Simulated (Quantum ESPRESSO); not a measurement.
BeTe:

```xyz
2
Lattice="0.0000 2.7700 2.7700 2.7700 0.0000 2.7700 2.7700 2.7700 0.0000" Properties=species:S:1:pos:R:3 pbc="T T T"
Te    4.1550    4.1550    4.1550
Be    0.0000    0.0000    0.0000
```

Base run:

```yaml
Program: Quantum ESPRESSO 7.5
Functional: PBEsol
Potentials_or_basis: SG15 PBE 1.2
Cutoff: 952 eV
Density_cutoff: 3810 eV
k_mesh: 8 × 8 × 8
Occupations: fermi-dirac, width 0.05 eV
Spin: no spin polarisation
```

Its results: band gap on the k mesh 1.77 eV, indirect (least direct gap 3.60 eV); pressure 2.0 GPa.

Question: The run is repeated on the same cell with these changes: functional from PBEsol to PBE. What comes out?

Answer: Band gap on the k mesh 1.87 eV, indirect (least direct gap 3.61 eV); pressure 4.4 GPa.

PBE binds less tightly than PBEsol, so the same cell stands under more pressure.

Caveats: spin-orbit coupling is left out, which moves the levels of the heavy elements; the potentials were made for another functional, which shifts forces and pressure (some runs).
